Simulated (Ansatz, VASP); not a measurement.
**NaF (Villiaumite) in VASP and in Ansatz**

```
Na F
1.0
     0.00000    2.30443    2.30443
     2.30443    0.00000    2.30443
     2.30443    2.30443    0.00000
Na F
1 1
Cartesian
  0.0000 0.0000 0.0000
  2.3044 2.3044 2.3044
```

Change from the starting cell: volume scaled by 0.98.

Alike in both runs: task single point; functional PBEsol; k mesh 10 × 10 × 10; occupations fermi-dirac, width 0.05 eV; no spin polarisation.

```csv
,VASP,Ansatz
version,VASP 6.6.1,Ansatz 0.2.0
potentials or method,"VASP PAW PBE potentials, release 64 (Na_pv, F), cutoff 520 eV","all-electron LAPW, scalar-relativistic"
```

VASP gave:

- gap on the k mesh at the Fermi level (eV): 6.25
- least direct gap on the mesh (eV): 6.25
- pressure (GPa): 0.6

**Question.** What did Ansatz give for the same quantities?

**Answer.** gap on the k mesh at the Fermi level (eV): 6.26; least direct gap on the mesh (eV): 6.26; pressure (GPa): 0.7.

Ansatz ran all-electron here, so the differences hold the error of VASP's frozen core and of both bases.

Caveats: the PAW data sets were made with another functional, which shifts forces and pressure a little (VASP). A k mesh can miss the band edges.
